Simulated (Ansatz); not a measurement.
Strain and the gap of PbF₂ (fluorite)

PbF₂ built on the fluorite prototype, relaxed with r2SCAN in Ansatz. The symmetry is Fm-3m (No. 225, cubic); a = 5.921 Å in the conventional setting, 17.30 Å³ an atom. Around Pb lie 8 F at 2.56 Å; around F lie 4 Pb at 2.56 Å.

The axes x, y and z are those of this cell:
```
Pb F
1.0
     0.00000    2.96044    2.96044
     2.96044    0.00000    2.96044
     2.96044    2.96044    0.00000
Pb F
1 2
Direct
  0.00000 0.00000 0.00000
  0.25000 0.25000 0.25000
  0.75000 0.75000 0.75000
```

Unstrained: PBE gives an indirect gap of 4.419 eV, from W to X; the least direct gap is 4.565 eV at X. With r2SCAN the valence top lies at W and the conduction bottom at X, 4.931 eV higher; the smallest vertical gap, at X, is 5.073 eV. HSE06 gives an indirect gap of 5.727 eV, from W to X; the least direct gap is 5.861 eV at X. Meshes: PBE 8×8×8, r2SCAN 8×8×8, HSE06 6×6×6. Strains are changes of length per length, and xy shears are angles. After each strain the atoms were relaxed again with r2SCAN within the symmetry that the strain leaves, so tilts or polar shifts that break it weren't tested; points keep the names that they have in the unstrained zone. Spin-unpolarised throughout; all numbers are computed.

Changes of the least gap in eV (an overlap counts as a negative gap):

| strain | volume change (%) | space group | PBE | r2SCAN | HSE06 | energy rise, r2SCAN (meV/atom) |
| --- | --- | --- | --- | --- | --- | --- |
| isotropic +1.91 % on every length | +5.8 | Fm-3m | +0.001 | +0.010 | +0.042 | 12.7 |
| uniaxial -2.9 % along z | -2.9 | I4/mmm | -0.128 | -0.140 | -0.156 | 5.3 |
| xy shear, engineering strain (angle) -1.97 % | 0.0 | Immm | -0.003 | -0.003 | -0.002 | 0.5 |

Isotropic +1.91 % on every length. HSE06: the gap goes from 5.727 to 5.769 eV (+0.042 eV). Stress change with r2SCAN, compression positive: xx -3.84, yy -3.84, zz -3.84 GPa. For HSE06, dE_g/d ln V = 0.7 eV over this step.

Uniaxial -2.9 % along z, other directions held. HSE06: the gap goes from 5.727 to 5.571 eV (-0.156 eV). Stress change with r2SCAN, compression positive: xx +1.89, yy +1.89, zz +3.44 GPa.

Xy shear, engineering strain (angle) -1.97 %. HSE06: the gap goes from 5.727 to 5.725 eV (-0.002 eV); the edges go from W → X to (1/4, 0.490, -0.260) → X. Stress change with r2SCAN, compression positive: xx 0.00, yy 0.00, zz +0.02, xy +0.45 GPa.

Spin-orbit coupling is left out; in compounds of Pb, Bi, Tl or Hg it can lower a gap by up to about 1 eV, split its edges or invert the bands.

The meshes of the hybrids are coarse, so their gaps aren't converged to the digits shown.
